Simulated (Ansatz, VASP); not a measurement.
**One calculation of TiB2, two programs**

```
CELL_PARAMETERS angstrom
3.02920 0.00000 0.00000
-1.51460 2.62336 0.00000
0.00000 0.00000 3.13155
ATOMIC_POSITIONS crystal
Ti 0.00000 0.00000 0.00000
B 0.33333 0.66667 0.50000
B 0.66667 0.33333 0.50000
```

Change from the starting cell: zz strain of -3 %.

Alike in both runs: task single point; functional PBEsol; k mesh 15 × 15 × 13; occupations fermi-dirac, width 0.08 eV; no spin polarisation.

|  | VASP | Ansatz |
| --- | --- | --- |
| version | VASP 6.6.1 | Ansatz 0.2.0 |
| potentials or method | VASP PAW PBE potentials, release 64 (Ti_sv, B), cutoff 520 eV | all-electron LAPW, scalar-relativistic |

Ansatz gave:

| Property | Result |
| --- | --- |
| pressure (GPa) | 1.8 |
| largest component of the traceless stress (GPa) | 5.59 |

Task: What did VASP give for the same quantities?

Result: Pressure (GPa): 2.2; largest component of the traceless stress (GPa): 5.45.

Ansatz ran all-electron here, so the differences hold the error of VASP's frozen core and of both bases.

Caveats: the PAW data sets were made with another functional, which shifts forces and pressure a little (VASP).
